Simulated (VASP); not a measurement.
A VASP 6.6.1 single-point calculation on LiCl

INCAR

```
ALGO = Normal
ENCUT = 520
SIGMA = 0.01
IBRION = -1
LCHARG = .FALSE.
LASPH = .TRUE.
NBANDS = 12
PREC = Accurate
NSW = 0
LREAL = .FALSE.
METAGGA = R2SCAN
EDIFF = 1E-7
ISMEAR = 0
NELM = 120
ISIF = 2
LWAVE = .FALSE.
```

KPOINTS

```
KPOINTS created by Atomic Simulation Environment
0
Monkhorst-Pack
8 8 8
0 0 0
```

POSCAR

```
Li Cl
 1.0000000000000000
     0.0000000000000000    2.5560369926000002    2.5560369926000002
     2.5849202106000000    0.0000000000000000    2.5560369926000002
     2.5849202106000000    2.5560369926000002    0.0000000000000000
 Li  Cl
   1   1
Cartesian
  0.0000000000000000  0.0000000000000000  0.0000000000000000
  2.5849202106000000  2.5560369926000002  2.5560369926000002
```

The recommended PBE PAW datasets give the neutral cell 10 valence electrons.

Command

```
mpirun -np 1 vasp_std
```

**Question.** Predict the outcome of this run.

**Answer.** It converged. Results: gap between bands v and c on the k mesh 7.42 eV; least direct gap on the k mesh 7.42 eV; pressure -0.9 GPa. Band v is the last that the valence electrons fill when counted band by band, and c is the next.

OSZICAR

```
N       E                     dE             d eps       ncg     rms          rms(c)
DAV:   1     0.338843627504E+02    0.33884E+02   -0.41930E+03  3456   0.781E+02
DAV:   2    -0.120949665775E+02   -0.45979E+02   -0.43946E+02  4376   0.148E+02
DAV:   3    -0.145115598929E+02   -0.24166E+01   -0.24091E+01  4616   0.350E+01
DAV:   4    -0.145719072726E+02   -0.60347E-01   -0.60327E-01  4900   0.548E+00
DAV:   5    -0.145726492879E+02   -0.74202E-03   -0.74200E-03  4664   0.534E-01    0.257E+00
DAV:   6    -0.125849649328E+02    0.19877E+01   -0.45602E-01  4508   0.502E+00    0.240E+00
DAV:   7    -0.125891406134E+02   -0.41757E-02   -0.15786E-01  4028   0.228E+00    0.787E-01
DAV:   8    -0.125877945582E+02    0.13461E-02   -0.39323E-02  4944   0.103E+00    0.700E-01
DAV:   9    -0.125860864272E+02    0.17081E-02   -0.89575E-03  4456   0.642E-01    0.734E-02
DAV:  10    -0.125862232181E+02   -0.13679E-03   -0.45067E-04  4408   0.183E-01    0.264E-02
DAV:  11    -0.125862976312E+02   -0.74413E-04   -0.44646E-05  4212   0.420E-02    0.138E-02
DAV:  12    -0.125863577619E+02   -0.60131E-04   -0.28545E-06  4212   0.135E-02    0.754E-03
DAV:  13    -0.125863373807E+02    0.20381E-04   -0.22022E-07  4616   0.362E-03    0.179E-03
DAV:  14    -0.125863401349E+02   -0.27542E-05   -0.91318E-09  2716   0.869E-04    0.453E-04
DAV:  15    -0.125863412070E+02   -0.10720E-05   -0.94765E-10  2132   0.287E-04    0.472E-05
DAV:  16    -0.125863410500E+02    0.15703E-06   -0.24654E-10  2108   0.133E-04    0.436E-05
DAV:  17    -0.125863408799E+02    0.17001E-06   -0.65683E-11  2000   0.727E-05    0.947E-06
DAV:  18    -0.125863408785E+02    0.14737E-08   -0.19613E-11  1932   0.369E-05
   1 F= -.12586341E+02 E0= -.12586341E+02  d E =-.364130E-34
```

The shifted mesh misses Γ, so a band edge there is missed.

For comparison, a separate r²SCAN run of the intended cell, on usual settings and not on those above, gives a gap of 7.27 eV on its mesh and a pressure of -0.9 GPa.
